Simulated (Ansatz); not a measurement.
**Structure types of As compared at 120 GPa**

Structure types of As are relaxed in primitive cells with their symmetry kept at 120 GPa, first on PAW files, then by LAPW. The enthalpy is E + pV at zero temperature, without zero-point motion. Only the types listed were tried, and differences under about 5 meV/atom are mesh noise. The real phase may be another.

Level of theory: DFT with PBE, scalar-relativistic, in Ansatz 0.2.0; Fermi–Dirac smearing of 0.05 eV, no spin polarisation. LAPW: all electrons, basis error target 0.5 meV/atom; PAW: frozen-core files, cutoff 420 eV.

k meshes: fcc 18×18×18, bcc 19×19×19, hcp 17×17×9, sc 16×16×16, omega 9×9×13, simple hexagonal 18×18×17.

**Question.** Which type is lowest in enthalpy, and by how much?

**Answer.** bcc, 81 meV/atom below omega. The whole table:

| start type | ends as | a, b, c (Å) | V (Å³/atom) | H − H(lowest), LAPW (meV/atom) | same, PAW |
| --- | --- | --- | --- | --- | --- |
| fcc | fcc, Fm-3m | 3.596, 3.596, 3.596 | 11.62 | 198.6 | 198.6 |
| bcc | bcc, Im-3m | 2.848, 2.848, 2.848 | 11.55 | 0.0 | 0.0 |
| hcp | hcp, P6_3/mmc | 2.564, 2.564, 4.071 | 11.59 | 137.4 | 137.3 |
| sc | sc, Pm-3m | 2.306, 2.306, 2.306 | 12.26 | 325.2 | 326.5 |
| omega | omega, P6/mmm | 4.081, 4.081, 2.414 | 11.60 | 81.2 | 81.4 |
| simple hexagonal | simple hexagonal, P6/mmm | 2.452, 2.452, 2.309 | 12.03 | 324.1 | 324.5 |

**Question.** Split the lead of bcc over omega into energy and pV.

**Answer.** For omega less bcc: ΔE = +36.9 meV/atom, and p·ΔV = 120 GPa × +0.0592 Å³ × 6.242 meV/(GPa·Å³) = +44.3 meV/atom, together 81.2 meV/atom. bcc wins on both counts.
